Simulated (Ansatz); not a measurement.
A free-standing buckled honeycomb monolayer of As, relaxed with r2SCAN: 5 runs in Ansatz, each a calculation of independent-particle optics. In-plane lattice: a = 3.575 Å, b = 3.575 Å, γ = 120.0°; thickness between the outer nuclei 1.37 Å. Around As lie 3 As at 2.48 Å. Values at 0 K without nuclear motion; spin polarisation is off, and the phase may be a hypothetical one.

```yaml
crystal:
  lattice:
    - [3.57490, 0.00000, 0.00000]
    - [-1.78745, 3.09596, 0.00000]
    - [0.00000, 0.00000, 26.41564]
  atoms:
    - { symbol: As, position: [0.33333, 0.66667, 0.32062] }
    - { symbol: As, position: [0.66667, 0.33333, 0.37245] }
```
The sheet repeats along a and b alone.

On meshes this coarse, single peaks can be features of the mesh. No local fields, no excitons; the zone sum runs over the cells of the mesh, and ε∞ includes the bands left out of the spectrum. Up to four peaks are listed, those above 15 % of the tallest and inside the complete range; the four can differ from row to row. Rows marked drawn have settings drawn at random (some not listed).

```
functional  k mesh  broadening (eV)  scissors (eV)  range (eV)  settings  direct gap on the mesh before scissors (eV)  ε∞ xx  ε∞ yy  ε∞ zz  complete up to (eV)  tallest peaks of mean ε₂ (eV)
       PBE   6×6×1              0.1           0.00        0–13    chosen                                         2.07   3.35   3.35   1.96                 13.0            2.30 3.10 3.80 4.70
    r2SCAN   6×6×1              0.1           0.00        0–13    chosen                                         2.54   2.99   2.99   1.87                 13.0            2.70 3.45 4.10 5.05
       LDA   6×6×1             0.25           0.00        0–20     drawn                                         1.93   3.55   3.55   1.98                 20.0                           3.40
       LDA   6×6×1              0.4           1.50        0–20     drawn                                         1.93   2.79   2.79   1.79                 20.0                           4.95
```

Question: Estimate from these rows what the further settings give.

| functional | k mesh | broadening (eV) | scissors (eV) | range (eV) | settings |
| --- | --- | --- | --- | --- | --- |
| PBE | 6×6×1 | 0.1 | 0.80 (to HSE06) | 0–13 | chosen |

Answer:

| functional | k mesh | broadening (eV) | scissors (eV) | range (eV) | settings | direct gap on the mesh before scissors (eV) | ε∞ xx | ε∞ yy | ε∞ zz | complete up to (eV) | tallest peaks of mean ε₂ (eV) |
| --- | --- | --- | --- | --- | --- | --- | --- | --- | --- | --- | --- |
| PBE | 6×6×1 | 0.1 | 0.80 (to HSE06) | 0–13 | chosen | 2.07 | 2.93 | 2.93 | 1.85 | 13.0 | 3.10 3.90 4.60 5.45 |

A sheet's ε refers to the whole height of the cell: ε − 1 falls as one over that height, zz lacks the depolarisation, and means are over the plane.

The fundamental gap is indirect (1.67 eV with PBE on 6×6×1); the table holds the direct one.

The runs are scalar-relativistic, without spin-orbit coupling.
